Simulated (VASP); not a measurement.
Here is a VASP 6.6.1 calculation.

INCAR

```
SYSTEM = InP
ALGO = Normal
EDIFF = 1E-6
ENCUT = 500
GGA = PS
GGA_COMPAT = .False.
ISIF = 2
ISMEAR = 1
LASPH = .True.
LCHARG = .False.
LREAL = .False.
LWAVE = .False.
NBANDS = 16
NELM = 120
PREC = Accurate
SIGMA = 0.0947
```

KPOINTS

```
k-points
0
Gamma
  8 8 8
  0 0 0
```

POSCAR

```
InP
1.0
    0.0000000000      2.9305000000      2.9305000000
    2.9305000000      0.0000000000      2.9305000000
    2.9305000000      2.9305000000      0.0000000000
In P
1 1
Direct
    0.0000000000      0.0000000000      0.0000000000
    0.2500000000      0.2500000000      0.2500000000
```

Potentials or basis: VASP PAW PBE potentials, release 64 (In_d, P).

Launch:

```sh
$ cat potpaw_PBE.64/In_d/POTCAR potpaw_PBE.64/P/POTCAR > POTCAR
$ mpirun -np 1 vasp_std > vasp.out
```

Question: Estimate the pressure.

Answer: 0.6 GPa.

Question: Predict the band gap on the k mesh.

Answer: 0.61 eV, direct.

Caveat: the PAW data sets were made with another functional, which shifts forces and pressure a little; spin-orbit coupling is left out, which moves the levels of the heavy elements.

**Measured values to compare with.**

A printed reference work, data compilation reports, for a bulk crystal of InP at 1.6 K: band gap 1.4236 eV (direct).

Measured gap of InP: 1.4236 eV (direct; 1.6 K; a printed reference work, data compilation). This calculation gives 0.61 eV (-0.81 eV). Spin-orbit coupling on In is left out. The value is that of PBEsol, without temperature or zero-point motion. Semilocal functionals fall short of measured gaps as a rule.
